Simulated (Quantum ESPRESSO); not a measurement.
# GaP (F-43m) in Quantum ESPRESSO: further runs, part 2 of 3

Quantum ESPRESSO 7.5. Earlier steps stand in the parts before.

## Step 3: Dielectric tensor, PBE, spin-orbit coupling, no magnetisation

File pw.in:

```
&CONTROL
  calculation = 'scf'
  prefix = 'pwscf'
  outdir = './tmp'
  pseudo_dir = './pseudo'
  tprnfor = .true.
  tstress = .true.
  disk_io = 'low'
/
&SYSTEM
  ibrav = 0
  nat = 2
  ntyp = 2
  ecutwfc = 80
  nbnd = 30
  occupations = 'smearing'
  smearing = 'fd'
  degauss = 0.00367493
  noncolin = .true.
  lspinorb = .true.
/
&ELECTRONS
  conv_thr = 4d-10
  electron_maxstep = 120
  mixing_beta = 0.5
/
ATOMIC_SPECIES
Ga    69.7230 Ga.upf
P     30.9738 P.upf
CELL_PARAMETERS angstrom
   0.0000000000    2.7252500000    2.7252500000
   2.7252500000    0.0000000000    2.7252500000
   2.7252500000    2.7252500000    0.0000000000
ATOMIC_POSITIONS crystal
Ga     0.0000000000    0.0000000000    0.0000000000
P      0.7500000000    0.7500000000    0.7500000000
K_POINTS automatic
6 6 6 1 1 1
```

File scf2.in:

```
&CONTROL
  calculation = 'scf'
  prefix = 'pwscf'
  outdir = './tmp'
  pseudo_dir = './pseudo'
  tprnfor = .true.
  tstress = .true.
  disk_io = 'low'
/
&SYSTEM
  ibrav = 0
  nat = 2
  ntyp = 2
  ecutwfc = 80
  nbnd = 30
  occupations = 'fixed'
  noncolin = .true.
  lspinorb = .true.
/
&ELECTRONS
  conv_thr = 1d-13
  electron_maxstep = 120
  mixing_beta = 0.5
  startingpot = 'file'
  startingwfc = 'file'
/
ATOMIC_SPECIES
Ga    69.7230 Ga.upf
P     30.9738 P.upf
CELL_PARAMETERS angstrom
   0.0000000000    2.7252500000    2.7252500000
   2.7252500000    0.0000000000    2.7252500000
   2.7252500000    2.7252500000    0.0000000000
ATOMIC_POSITIONS crystal
Ga     0.0000000000    0.0000000000    0.0000000000
P      0.7500000000    0.7500000000    0.7500000000
K_POINTS automatic
6 6 6 1 1 1
```

File ph.in:

```
dielectric of GaP
&INPUTPH
  prefix = 'pwscf'
  outdir = './tmp'
  tr2_ph = 1d-16
  fildyn = 'dyn'
  niter_ph = 60
  alpha_mix(1) = 0.7
  epsil = .true.
  trans = .false.
  zeu = .true.
/
0.0000000000 0.0000000000 0.0000000000
```

Potentials or basis: PseudoDojo 0.4 FR PBE standard.

Launch:

```sh
$ OMP_NUM_THREADS=1 pw.x -in pw.in > pw.out
$ OMP_NUM_THREADS=1 pw.x -in scf2.in > scf2.out
$ OMP_NUM_THREADS=1 ph.x -in ph.in > ph.out
```

pw.out:

```text
This program is part of the open-source Quantum ESPRESSO suite
     for quantum simulation of materials; please cite
[... 9 lines left out ...]
     --------------------
     sticks:   dense  smooth     PW     G-vecs:    dense   smooth      PW
     Sum        1159    1159    349                26469    26469    4285

     Using Slab Decomposition

     bravais-lattice index     =            0
     lattice parameter (alat)  =       7.2832  a.u.
     unit-cell volume          =     273.1780 (a.u.)^3
     number of atoms/cell      =            2
     number of atomic types    =            2
     number of electrons       =        18.00
     number of Kohn-Sham states=           30
     kinetic-energy cutoff     =      80.0000  Ry
     charge density cutoff     =     320.0000  Ry
     scf convergence threshold =      4.0E-10
     mixing beta               =       0.5000
     number of iterations used =            8  plain     mixing
     Exchange-correlation= PBE
                           (   1   4   3   4   0   0   0)
     Non magnetic calculation with spin-orbit

     celldm(1)=   7.283166  celldm(2)=   0.000000  celldm(3)=   0.000000
     celldm(4)=   0.000000  celldm(5)=   0.000000  celldm(6)=   0.000000

     crystal axes: (cart. coord. in units of alat)
               a(1) = (   0.000000   0.707107   0.707107 )
               a(2) = (   0.707107   0.000000   0.707107 )
               a(3) = (   0.707107   0.707107   0.000000 )

     reciprocal axes: (cart. coord. in units 2 pi/alat)
               b(1) = ( -0.707107  0.707107  0.707107 )
               b(2) = (  0.707107 -0.707107  0.707107 )
               b(3) = (  0.707107  0.707107 -0.707107 )

     PseudoPot. # 1 for Ga read from file:
     Ga.upf
     Pseudo is Norm-conserving + core correction, Zval = 13.0
     Generated using ONCVPSP code by D. R. Hamann
     Using radial grid of 1926 points, 10 beta functions with:
                l(1) =   0
                l(2) =   0
                l(3) =   1
                l(4) =   1
                l(5) =   1
                l(6) =   1
                l(7) =   2
                l(8) =   2
                l(9) =   2
               l(10) =   2

     PseudoPot. # 2 for P  read from file:
     P.upf
     Pseudo is Norm-conserving + core correction, Zval =  5.0
     Generated using ONCVPSP code by D. R. Hamann
     Using radial grid of 1298 points, 10 beta functions with:
                l(1) =   0
                l(2) =   0
                l(3) =   1
                l(4) =   1
                l(5) =   1
                l(6) =   1
                l(7) =   2
                l(8) =   2
                l(9) =   2
               l(10) =   2

     atomic species   valence    mass     pseudopotential
     Ga               13.00    69.72300     Ga( 1.00)
     P                 5.00    30.97380     P ( 1.00)

     24 Sym. Ops. (no inversion) found

   Cartesian axes

     site n.     atom                  positions (alat units)
         1        Ga     tau(   1) = (   0.0000000   0.0000000   0.0000000  )
         2        P      tau(   2) = (   1.0606602   1.0606602   1.0606602  )

     number of k points=    28  Fermi-Dirac smearing, width (Ry)=  0.0037
                       cart. coord. in units 2pi/alat
        k(    1) = (   0.0589256   0.0589256   0.0589256), wk =   0.0092593
        k(    2) = (   0.1767767   0.1767767  -0.0589256), wk =   0.0277778
        k(    3) = (   0.2946278   0.2946278  -0.1767767), wk =   0.0277778
        k(    4) = (  -0.2946278  -0.2946278   0.4124790), wk =   0.0277778
        k(    5) = (  -0.1767767  -0.1767767   0.2946278), wk =   0.0277778
        k(    6) = (  -0.0589256  -0.0589256   0.1767767), wk =   0.0277778
[... 20 lines left out ...]
        k(   27) = (   0.2946278   0.2946278   0.2946278), wk =   0.0092593
        k(   28) = (  -0.2946278  -0.2946278   0.8838835), wk =   0.0277778

     Dense  grid:    26469 G-vectors     FFT dimensions: (  45,  45,  45)

     Initial potential from superposition of free atoms

     starting charge      17.9972, renormalised to      18.0000
     Starting wfcs are   26 randomized atomic wfcs +    4 random wfcs

     Self-consistent Calculation

     iteration #  1     ecut=    80.00 Ry     beta= 0.50
     Davidson diagonalization with overlap
     ethr =  1.00E-02,  avg # of iterations =  4.6

     Threshold (ethr) on eigenvalues was too large:
     Diagonalizing with lowered threshold

     Davidson diagonalization with overlap
     ethr =  4.08E-04,  avg # of iterations =  3.0

     total energy              =    -166.82135225 Ry
     estimated scf accuracy    <       0.07326823 Ry

     iteration #  2     ecut=    80.00 Ry     beta= 0.50
     Davidson diagonalization with overlap
     ethr =  4.07E-04,  avg # of iterations =  2.0

     total energy              =    -166.83295001 Ry
     estimated scf accuracy    <       0.00653807 Ry

     iteration #  3     ecut=    80.00 Ry     beta= 0.50
     Davidson diagonalization with overlap
     ethr =  3.63E-05,  avg # of iterations =  5.6

     total energy              =    -166.83321894 Ry
     estimated scf accuracy    <       0.00124894 Ry
[... 26 lines left out ...]
     total energy              =    -166.83327315 Ry
     estimated scf accuracy    <       0.00000001 Ry

     iteration #  8     ecut=    80.00 Ry     beta= 0.50
     Davidson diagonalization with overlap
     ethr =  6.94E-11,  avg # of iterations =  2.0

     total energy              =    -166.83327315 Ry
     estimated scf accuracy    <       0.00000001 Ry

     iteration #  9     ecut=    80.00 Ry     beta= 0.50
     Davidson diagonalization with overlap
     ethr =  6.55E-11,  avg # of iterations =  2.0

     End of self-consistent calculation

          k = 0.0589 0.0589 0.0589 (  3308 PWs)   bands (ev):

    -7.1840  -7.1840  -7.1839  -7.1804  -6.7643  -6.7643  -6.7004  -6.7004
    -6.6984  -6.6946  -4.7882  -4.7882   6.7117   6.7117   7.4757   7.4757
     7.5312   7.5338   9.9267   9.9267  11.5823  11.5823  11.7289  11.7295
    11.7414  11.7414  16.9920  16.9970  16.9973  17.0031

          k = 0.1768 0.1768-0.0589 (  3312 PWs)   bands (ev):

    -7.1956  -7.1899  -7.1782  -7.1754  -6.7747  -6.7599  -6.7102  -6.7058
    -6.6929  -6.6871  -4.3230  -4.3209   4.6361   4.6440   6.4367   6.4556
     7.2941   7.2983  10.3968  10.4002  12.0122  12.0412  12.1366  12.1607
    13.2483  13.2901  15.8783  15.8870  16.9716  16.9798

          k = 0.2946 0.2946-0.1768 (  3309 PWs)   bands (ev):

    -7.2119  -7.1949  -7.1737  -7.1721  -6.7831  -6.7514  -6.7236  -6.7155
    -6.6800  -6.6754  -3.3258  -3.3233   2.0513   2.0519   5.9268   5.9397
     6.7010   6.7045   9.9613   9.9658  12.4157  12.4226  12.4978  12.5005
    15.1978  15.2151  16.8197  16.8269  17.7103  17.7278
[... 80 lines left out ...]
    -7.2242  -7.1954  -7.1701  -7.1634  -6.7961  -6.7406  -6.7252  -6.7127
    -6.6767  -6.6754  -2.8642  -2.8615   1.4905   1.4934   5.2401   5.2600
     6.1991   6.2183  10.4959  10.5027  11.9898  12.0181  13.2195  13.2394
    15.1270  15.1587  17.5139  17.5433  18.6052  18.6317

          k =-0.6482 0.0589 0.0589 (  3304 PWs)   bands (ev):

    -7.2339  -7.2163  -7.1566  -7.1522  -6.7902  -6.7612  -6.7004  -6.6953
    -6.6789  -6.6706  -2.0235  -2.0229   1.0320   1.0348   4.6741   4.6907
     5.0102   5.0118   9.3932   9.3961   9.9220   9.9295  17.2267  17.2346
    17.4501  17.4578  18.8031  18.8503  19.6616  19.6632

          k =-0.5303 0.1768-0.0589 (  3307 PWs)   bands (ev):

    -7.2347  -7.2024  -7.1614  -7.1528  -6.8040  -6.7471  -6.7040  -6.6986
    -6.6858  -6.6751  -2.5610  -2.5593   1.7508   1.7524   4.4850   4.5089
     5.2169   5.2408  10.2509  10.2628  11.4021  11.4117  14.1520  14.2061
    16.0492  16.1119  17.9610  17.9838  20.0242  20.0370

          k =-0.4125 0.0589 0.0589 (  3309 PWs)   bands (ev):

    -7.2171  -7.2039  -7.1658  -7.1616  -6.7843  -6.7623  -6.7017  -6.6988
    -6.6887  -6.6844  -3.4487  -3.4468   3.1102   3.1149   5.4883   5.5108
     5.6780   5.6805   9.8244   9.8301  11.1465  11.1532  14.4240  14.4405
    14.8643  14.8684  16.6060  16.6221  18.6759  18.6799

          k = 0.1768 0.1768 0.1768 (  3317 PWs)   bands (ev):

    -7.1929  -7.1929  -7.1822  -7.1755  -6.7670  -6.7670  -6.7130  -6.7130
    -6.6895  -6.6818  -4.1032  -4.1032   3.7391   3.7391   6.9195   6.9195
     6.9822   6.9866   9.7696   9.7696  12.3115  12.3115  12.4039  12.4068
    13.9612  13.9612  16.5583  16.5583  16.5585  16.5748
[... 52 lines left out ...]
    -7.2032  -7.2032  -7.1778  -7.1745  -6.7658  -6.7658  -6.7233  -6.7233
    -6.6759  -6.6722  -3.0588  -3.0588   1.3952   1.3952   6.5162   6.5162
     6.5841   6.5861   9.3439   9.3439  12.3367  12.3367  12.4020  12.4029
    15.8311  15.8311  17.8403  17.8403  18.3407  18.3540

          k =-0.2946-0.2946 0.8839 (  3295 PWs)   bands (ev):

    -7.2289  -7.1963  -7.1682  -7.1596  -6.8013  -6.7348  -6.7278  -6.7119
    -6.6762  -6.6742  -2.5977  -2.5956   1.1817   1.1870   4.8423   4.8601
     6.1563   6.1590  10.4227  10.4252  12.3429  12.3503  13.2651  13.2653
    15.7726  15.7903  17.6538  17.7302  17.9255  17.9360

     the Fermi energy is     8.4261 ev

!    total energy              =    -166.83327315 Ry
     estimated scf accuracy    <          5.5E-12 Ry
     smearing contrib. (-TS)   =      -0.00000000 Ry
     internal energy E=F+TS    =    -166.83327315 Ry

     The total energy is F=E-TS. E is the sum of the following terms:
     one-electron contribution =     -76.57706152 Ry
     hartree contribution      =      52.23523140 Ry
     xc contribution           =     -46.01381915 Ry
     ewald contribution        =     -96.47762389 Ry

     convergence has been achieved in   9 iterations

     Forces acting on atoms (cartesian axes, Ry/au):

     atom    1 type  1   force =     0.00000000   -0.00000000   -0.00000000
     atom    2 type  2   force =     0.00000000   -0.00000000   -0.00000000

     Total force =     0.000000     Total SCF correction =     0.000000

     Computing stress (Cartesian axis) and pressure

          total   stress  (Ry/bohr**3)                   (kbar)     P=       26.25
   0.00017843  -0.00000000   0.00000000           26.25       -0.00        0.00
  -0.00000000   0.00017843  -0.00000000           -0.00       26.25       -0.00
   0.00000000  -0.00000000   0.00017843            0.00       -0.00       26.25

=------------------------------------------------------------------------------=
   JOB DONE.
=------------------------------------------------------------------------------=
```

It took 18 min on 1 thread of Arm Neoverse V2, shared host; peak memory 0.19 GiB.

Results:

```yaml
Free_energy: -2269.8823 eV
Pressure: 2.6 GPa
Electronic_dielectric_tensor_diagonal: 10.51
Born_charges_mean_of_the_diagonal: Ga +2.15; P -2.15 e
```

Electronic dielectric tensor:
```
10.51  0.00  0.00
 0.00 10.51  0.00
 0.00  0.00 10.51
```

Born effective charge tensors (e):
atom 1, Ga
```
2.15 0.00 0.00
0.00 2.15 0.00
0.00 0.00 2.15
```
atom 2, P
```
-2.15  0.00  0.00
 0.00 -2.15  0.00
 0.00  0.00 -2.15
```

(Continued in part 3 of 3.)
